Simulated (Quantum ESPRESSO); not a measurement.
# MgB2 (P6/mmm) in Quantum ESPRESSO: reference runs

Aim: a first look at MgB2 with PBE, on the cell as given and on a disturbed one, and energy against volume gives the equilibrium volume and stiffness.

Everything below comes from runs of Quantum ESPRESSO 7.5. Logs are shortened: lines on timing, memory, paths and dates and some standing lists are left out, and cuts for length are marked.

## 1. Starting point

Symmetry: P6/mmm, No. 191, hexagonal system. Conventional cell: a = 3.085 Å, b = 3.085 Å, c = 3.523 Å, α = 90.00°, β = 90.00°, γ = 120.00°. Mg (site symmetry 6/mmm) has 12 B at 2.51 Å as nearest neighbours. Around B (site symmetry -6m2) lie 3 B at 1.78 Å.

## 2. Single point, PBE

Contents of pw.in:

```
&CONTROL
  calculation = 'scf'
  prefix = 'pwscf'
  outdir = './tmp'
  pseudo_dir = './pseudo'
  tprnfor = .true.
  tstress = .true.
  disk_io = 'nowf'
/
&SYSTEM
  ibrav = 0
  nat = 3
  ntyp = 2
  ecutwfc = 55
  ecutrho = 440
  nbnd = 9
  occupations = 'smearing'
  smearing = 'fd'
  degauss = 0.00367493
/
&ELECTRONS
  conv_thr = 6d-10
  electron_maxstep = 120
  mixing_beta = 0.5
/
ATOMIC_SPECIES
Mg    24.3050 Mg.pbe-n-kjpaw_psl.0.3.0.UPF
B     10.8100 b_pbe_v1.4.uspp.F.UPF
CELL_PARAMETERS angstrom
   3.0850000000    0.0000000000    0.0000000000
  -1.5425000000    2.6716883707    0.0000000000
   0.0000000000    0.0000000000    3.5230000000
ATOMIC_POSITIONS crystal
Mg     0.0000000000    0.0000000000    0.0000000000
B      0.6666666667    0.3333333333    0.5000000000
B      0.3333333333    0.6666666667    0.5000000000
K_POINTS automatic
10 10 8 0 0 0
```

Potentials or basis: SSSP 1.3 efficiency PBE.

The run is started by

```console
OMP_NUM_THREADS=1 pw.x -in pw.in > pw.out
```

pw.out:

```text
This program is part of the open-source Quantum ESPRESSO suite
     for quantum simulation of materials; please cite
         "P. Giannozzi et al., J. Phys.:Condens. Matter 21 395502 (2009);
         "P. Giannozzi et al., J. Phys.:Condens. Matter 29 465901 (2017);
         "P. Giannozzi et al., J. Chem. Phys. 152 154105 (2020);
     in publications or presentations arising from this work. More details at

     file Mg.pbe-n-kjpaw_psl.0.3.0.UPF: wavefunction(s)  3S renormalized
     Message from routine setup:
     using ibrav=0 with symmetry is DISCOURAGED, use correct ibrav instead

     G-vector sticks info
     --------------------
     sticks:   dense  smooth     PW     G-vecs:    dense   smooth      PW
     Sum        1039     511    163                30639    10789    1847

     Using Slab Decomposition

     bravais-lattice index     =            0
     lattice parameter (alat)  =       5.8298  a.u.
     unit-cell volume          =     195.9522 (a.u.)^3
     number of atoms/cell      =            3
     number of atomic types    =            2
     number of electrons       =         8.00
     number of Kohn-Sham states=            9
     kinetic-energy cutoff     =      55.0000  Ry
     charge density cutoff     =     440.0000  Ry
     scf convergence threshold =      6.0E-10
     mixing beta               =       0.5000
     number of iterations used =            8  plain     mixing
     Exchange-correlation=  SLA  PW   PBX  PBC
                           (   1   4   3   4   0   0   0)

     celldm(1)=   5.829805  celldm(2)=   0.000000  celldm(3)=   0.000000
     celldm(4)=   0.000000  celldm(5)=   0.000000  celldm(6)=   0.000000

     crystal axes: (cart. coord. in units of alat)
               a(1) = (   1.000000   0.000000   0.000000 )
               a(2) = (  -0.500000   0.866025   0.000000 )
               a(3) = (   0.000000   0.000000   1.141977 )

     reciprocal axes: (cart. coord. in units 2 pi/alat)
               b(1) = (  1.000000  0.577350 -0.000000 )
               b(2) = (  0.000000  1.154701  0.000000 )
               b(3) = (  0.000000 -0.000000  0.875674 )

     PseudoPot. # 1 for Mg read from file:
     Mg.pbe-n-kjpaw_psl.0.3.0.UPF
     Pseudo is Projector augmented-wave + core cor, Zval =  2.0
     Generated using "atomic" code by A. Dal Corso  v.5.0.99 svn rev. 10869
     Shape of augmentation charge: PSQ
     Using radial grid of 1129 points,  4 beta functions with:
                l(1) =   0
                l(2) =   0
                l(3) =   1
                l(4) =   1
     Q(r) pseudized with 0 coefficients

     PseudoPot. # 2 for B  read from file:
     b_pbe_v1.4.uspp.F.UPF
     Pseudo is Ultrasoft + core correction, Zval =  3.0
     Generated by new atomic code, or converted to UPF format
     Using radial grid of  781 points,  4 beta functions with:
                l(1) =   0
                l(2) =   0
                l(3) =   1
                l(4) =   1
     Q(r) pseudized with  8 coefficients,  rinner =    1.100   1.100   1.100

     atomic species   valence    mass     pseudopotential
     Mg                2.00    24.30500     Mg( 1.00)
     B                 3.00    10.81000     B ( 1.00)

     24 Sym. Ops., with inversion, found

   Cartesian axes

     site n.     atom                  positions (alat units)
         1        Mg     tau(   1) = (   0.0000000   0.0000000   0.0000000  )
         2        B      tau(   2) = (   0.5000000   0.2886751   0.5709887  )
         3        B      tau(   3) = (  -0.0000000   0.5773503   0.5709887  )

     number of k points=    70  Fermi-Dirac smearing, width (Ry)=  0.0037
                       cart. coord. in units 2pi/alat
        k(    1) = (   0.0000000   0.0000000   0.0000000), wk =   0.0025000
        k(    2) = (   0.0000000   0.0000000   0.1094593), wk =   0.0050000
        k(    3) = (   0.0000000   0.0000000   0.2189185), wk =   0.0050000
        k(    4) = (   0.0000000   0.0000000   0.3283778), wk =   0.0050000
        k(    5) = (   0.0000000   0.0000000  -0.4378371), wk =   0.0025000
        k(    6) = (   0.0000000   0.1154701   0.0000000), wk =   0.0150000
[... 62 lines left out ...]
        k(   69) = (   0.3000000   0.5196152   0.3283778), wk =   0.0300000
        k(   70) = (   0.3000000   0.5196152  -0.4378371), wk =   0.0150000

     Dense  grid:    30639 G-vectors     FFT dimensions: (  40,  40,  45)

     Smooth grid:    10789 G-vectors     FFT dimensions: (  27,  27,  32)

     Initial potential from superposition of free atoms

     starting charge       7.9985, renormalised to       8.0000
     Starting wfcs are   12 randomized atomic wfcs

     Self-consistent Calculation

     iteration #  1     ecut=    55.00 Ry     beta= 0.50
     Davidson diagonalization with overlap
     ethr =  1.00E-02,  avg # of iterations =  3.5

     total energy              =     -46.38185344 Ry
     estimated scf accuracy    <       0.30361639 Ry

[... 72 lines left out ...]

          k = 0.0000 0.1155 0.0000 (  1344 PWs)   bands (ev):

    -4.6421   4.8395   7.1051   7.5643   9.4017  13.7546  14.6420  16.0693
    16.9355

          k = 0.0000 0.1155 0.1095 (  1337 PWs)   bands (ev):

    -4.5090   3.8747   7.1663   7.6132  10.6697  13.8273  14.6898  15.7071
    17.1699

          k = 0.0000 0.1155 0.2189 (  1340 PWs)   bands (ev):

    -4.1366   2.2635   7.3188   7.7360  13.1174  14.0847  14.8112  15.0740
    17.5040

          k = 0.0000 0.1155 0.3284 (  1336 PWs)   bands (ev):

    -3.6440   0.9276   7.4841   7.8660  14.0941  14.5311  14.9430  16.0819
    17.7606
[... 51 lines left out ...]
          k = 0.0000 0.3464-0.4378 (  1350 PWs)   bands (ev):

    -2.1198   1.9074   3.8998   6.3714   9.6277  13.6486  17.1163  17.1816
    19.2301

          k = 0.0000 0.4619 0.0000 (  1344 PWs)   bands (ev):

    -2.1019   1.2260   5.5899   7.1642  11.2853  11.6220  12.5829  15.4316
    20.7991

          k = 0.0000 0.4619 0.1095 (  1342 PWs)   bands (ev):

    -1.9852   1.3239   5.6308   6.3045  10.4546  12.0827  13.4142  16.4294
    19.5184

          k = 0.0000 0.4619 0.2189 (  1359 PWs)   bands (ev):

    -1.6640   1.5862   4.8347   5.7330   9.0322  12.6285  15.5938  17.7004
    17.9847

          k = 0.0000 0.4619 0.3284 (  1356 PWs)   bands (ev):

    -1.2565   1.9007   3.6291   5.8406   7.9296  13.1319  16.8843  16.9837
    18.4811

          k = 0.0000 0.4619-0.4378 (  1360 PWs)   bands (ev):

    -1.0444   2.0558   3.1365   5.8870   7.5062  13.3946  16.5472  16.6361
    20.0889

          k = 0.0000-0.5774 0.0000 (  1346 PWs)   bands (ev):

    -0.9268  -0.2218   5.4276   7.8204  10.6796  11.4765  12.9132  14.6592
    20.1320

          k = 0.0000-0.5774 0.1095 (  1350 PWs)   bands (ev):

    -0.8190  -0.1135   5.4679   7.0344   9.4921  11.9985  14.0105  15.6473
    19.3908

          k = 0.0000-0.5774 0.2189 (  1354 PWs)   bands (ev):

    -0.5218   0.1767   5.5687   5.6485   7.9326  12.5066  16.3176  17.0963
    17.8257

          k = 0.0000-0.5774 0.3284 (  1360 PWs)   bands (ev):

    -0.1435   0.5235   4.5026   5.6748   6.7545  13.0259  16.7318  16.8224
    18.9207

          k = 0.0000-0.5774-0.4378 (  1356 PWs)   bands (ev):

     0.0540   0.6916   4.0377   5.7205   6.3017  13.3042  16.3243  16.4752
    20.6119

          k = 0.1000 0.1732 0.0000 (  1353 PWs)   bands (ev):

    -4.2956   5.1757   5.9792   6.7187   9.7461  14.0078  14.8880  15.8829
    17.1060

          k = 0.1000 0.1732 0.1095 (  1351 PWs)   bands (ev):

    -4.1647   4.2207   6.0477   6.7784  10.9866  14.1041  14.6017  15.5507
    17.6233

          k = 0.1000 0.1732 0.2189 (  1344 PWs)   bands (ev):

    -3.7996   2.6272   6.2253   6.9096  13.3386  13.7472  14.4703  15.5222
    18.2754

          k = 0.1000 0.1732 0.3284 (  1340 PWs)   bands (ev):

    -3.3198   1.3103   6.4242   7.0459  12.9894  14.3810  15.6507  16.3692
    18.6967

          k = 0.1000 0.1732-0.4378 (  1326 PWs)   bands (ev):

    -3.0575   0.7594   6.5144   7.1048  12.6972  14.5416  15.7183  17.1050
    18.1805

          k = 0.1000 0.2887 0.0000 (  1352 PWs)   bands (ev):

    -3.6088   4.2227   5.7277   5.8352  10.4082  13.7141  14.2161  15.8263
    18.1468

          k = 0.1000 0.2887 0.1095 (  1345 PWs)   bands (ev):

    -3.4824   4.2975   4.9036   5.7962  11.5937  13.1785  14.0334  16.3091
    18.5671

          k = 0.1000 0.2887 0.2189 (  1343 PWs)   bands (ev):

    -3.1314   3.3383   4.5202   5.9309  11.9058  13.7014  14.6128  16.7189
    17.3919

          k = 0.1000 0.2887 0.3284 (  1350 PWs)   bands (ev):
[... 129 lines left out ...]
          k = 0.2000 0.5774-0.4378 (  1360 PWs)   bands (ev):

     0.4834   1.0957   3.7848   4.5981   6.2979  12.1516  16.1116  20.8797
    20.9699

          k = 0.3000 0.5196 0.0000 (  1357 PWs)   bands (ev):

    -0.3903   0.8972   2.0685   8.7285  10.0864  13.2918  14.0907  16.4522
    16.5341

          k = 0.3000 0.5196 0.1095 (  1341 PWs)   bands (ev):

    -0.2843   0.9962   2.1532   7.8950   9.2278  14.3691  14.6751  15.1657
    17.7269

          k = 0.3000 0.5196 0.2189 (  1352 PWs)   bands (ev):

     0.0053   1.2655   2.3723   6.4788   7.8206  12.9447  16.5816  17.0800
    18.3003

          k = 0.3000 0.5196 0.3284 (  1350 PWs)   bands (ev):

     0.3663   1.5972   2.6180   5.3339   6.7097  11.7776  18.1038  18.4630
    19.4615

          k = 0.3000 0.5196-0.4378 (  1362 PWs)   bands (ev):

     0.5499   1.7634   2.7306   4.8760   6.2742  11.3548  18.3333  18.8525
    21.1184

     the Fermi energy is     7.6391 ev

!    total energy              =     -46.43400880 Ry
     estimated scf accuracy    <          5.1E-11 Ry
     smearing contrib. (-TS)   =      -0.00044190 Ry
     internal energy E=F+TS    =     -46.43356690 Ry

     The total energy is F=E-TS. E is the sum of the following terms:
     one-electron contribution =       4.98582058 Ry
     hartree contribution      =       1.93173030 Ry
     xc contribution           =      -7.65422805 Ry
     ewald contribution        =     -14.39687284 Ry
     one-center paw contrib.   =     -31.30001689 Ry

     convergence has been achieved in   8 iterations

     Forces acting on atoms (cartesian axes, Ry/au):

     atom    1 type  1   force =     0.00000000    0.00000000    0.00000000
     atom    2 type  2   force =     0.00000000    0.00000000    0.00000000
     atom    3 type  2   force =    -0.00000000   -0.00000000   -0.00000000

     Total force =     0.000000     Total SCF correction =     0.000000

     Computing stress (Cartesian axis) and pressure

          total   stress  (Ry/bohr**3)                   (kbar)     P=      -14.09
  -0.00009453  -0.00000000   0.00000000          -13.91       -0.00        0.00
  -0.00000000  -0.00009453   0.00000000           -0.00      -13.91        0.00
   0.00000000   0.00000000  -0.00009837            0.00        0.00      -14.47

=------------------------------------------------------------------------------=
   JOB DONE.
=------------------------------------------------------------------------------=
```

It took 9.5 s on 1 thread of Arm Neoverse V2, shared host; peak memory 0.07 GiB.

What came out:

| Property | Result |
| --- | --- |
| Free energy | -631.7669 eV |
| Pressure | -1.4 GPa |
| Band gap on the k mesh | none (metal or under the smearing width) |

(Part 1 of 2 ends here.)
